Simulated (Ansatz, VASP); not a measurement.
One calculation of Ag, two programs

The input INCAR:

```
SYSTEM = Ag
PREC     = Accurate       ! precision mode
ENCUT    = 520            ! plane-wave cutoff, eV
EDIFF    = 1E-6           ! SCF threshold, eV
ISMEAR   = -1             ! smearing method
SIGMA    = 0.05           ! smearing width, eV
LREAL    = .FALSE.        ! projectors in reciprocal space
LASPH    = .TRUE.         ! aspherical terms in the spheres
NELM     = 60             ! most SCF steps
ALGO     = Normal         ! electronic algorithm
ISIF     = 2              ! what is computed and relaxed
LWAVE    = .FALSE.        ! write WAVECAR
LCHARG   = .TRUE.         ! write CHGCAR
GGA      = PS             ! functional
LELF     = .TRUE.         ! ELF
LVHAR    = .TRUE.       
NBANDS   = 12             ! bands
```

File KPOINTS:

```
regular mesh
0
G
  16 16 16
  0 0 0
```

POSCAR

```
Ag
1.0
    2.1594208319      0.0000000000      0.0000000000
    0.0000000000      2.1594208319      0.0000000000
    0.0000000000      0.0000000000      2.1594208319
Ag
1
Direct
    0.0000000000      0.0000000000      0.0000000000
```

Input for Ansatz:

```yaml
crystal:
  lattice:
    - [2.1594208319, 0.0, 0.0]
    - [0.0, 2.1594208319, 0.0]
    - [0.0, 0.0, 2.1594208319]
  atoms:
    - { symbol: Ag, position: [0.0, 0.0, 0.0] }
kpoints:
  mp_grid: { grid: [16, 16, 16] }
scf:
  occupations: { method: fermi_dirac, width: 0.05 }
hamiltonian:
  xc: pbesol
  pseudopotentials: { kind: all_electron, lapw: { basis_error: 0.001 } }
output:
  forces: true
  stress: true
  eigenvalues: true
  populations: true
```

Change from the starting cell: volume scaled by 0.52, LAPW.

Alike in both runs: task single point; functional PBEsol; k mesh 16 × 16 × 16; occupations fermi-dirac, width 0.05 eV; no spin polarisation.

```csv
,VASP,Ansatz
version,VASP 6.6.1,Ansatz 0.2.0
potentials or method,"VASP PAW PBE potentials, release 64 (Ag)","all-electron LAPW, scalar-relativistic"
plane-wave cutoff (eV),520,see its input
```

```tsv
	VASP	Ansatz	Ansatz less VASP
pressure (GPa)	335.3	340.3	+5.05
```

Ansatz ran all-electron here, so the differences hold the error of VASP's frozen core and of both bases.

Caveats: the cell as given lies far from equilibrium; so large a pressure means that the cell lies far from this level's equilibrium, or that cutoff or potentials fall short (VASP); the potentials were made for another functional, which shifts forces and pressure (VASP).
